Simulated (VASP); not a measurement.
Set up this calculation in VASP 6.6.1, as the native input.

```
Task                   : single point
Functional             : PBE
Potentials or basis    : VASP PAW PBE potentials, release 64 (Mo_sv, Se)
Cutoff                 : 520 eV
k mesh                 : 9 × 9 × 2
Occupations            : gaussian, width 0.014 eV
Spin                   : no spin polarisation
Further INCAR settings : ALGO = Normal; EDIFF = 1e-06
```

The structure of MoSe2 lies in POSCAR:

```
MoSe2
1.0
    3.2880000000      0.0000000000      0.0000000000
   -1.6440000000      2.8474915276      0.0000000000
    0.0000000000      0.0000000000     12.9000000000
Mo Se
2 4
Direct
    0.6666666667      0.3333333333      0.7500000000
    0.3333333333      0.6666666667      0.2500000000
    0.6666666667      0.3333333333      0.3750000000
    0.3333333333      0.6666666667      0.8750000000
    0.6666666667      0.3333333333      0.1250000000
    0.3333333333      0.6666666667      0.6250000000
```

One way to write it, as run:

INCAR

```
SYSTEM = MoSe2
  PREC = Accurate
  ENCUT = 520
  EDIFF = 1E-6
  ISMEAR = 0
  SIGMA = 0.014
  LREAL = .False.
  LASPH = .True.
  NELM = 60
  ALGO = Normal
  ISIF = 2
  LWAVE = .False.
  LCHARG = .False.
  GGA = PE
```

KPOINTS

```
Automatic mesh
0
Gamma
  9 9 2
  0 0 0
```

Potentials or basis: VASP PAW PBE potentials, release 64 (Mo_sv, Se).

Run with:

```bash
$ cat potpaw_PBE.64/Mo_sv/POTCAR potpaw_PBE.64/Se/POTCAR > POTCAR
$ mpirun -np 1 vasp_std > vasp.out
```

It gave:

```json
{"Pressure": "8.3 GPa", "Largest force": "1.145 eV/Å", "Band gap on the k mesh": "0.88 eV, indirect (least direct gap 1.38 eV)"}
```

Caveat: an odd mesh through Γ misses points on the zone boundary, where band edges often lie; the cell's inner coordinates are idealised or old, which leaves forces on the atoms; this functional lacks dispersion, which binds the layers, so the pressure and a relaxed spacing across them are unreliable.

It took 54 s on 1 thread of AMD EPYC 9R45 (Zen 5), on a shared host, peak memory 0.22 GiB.
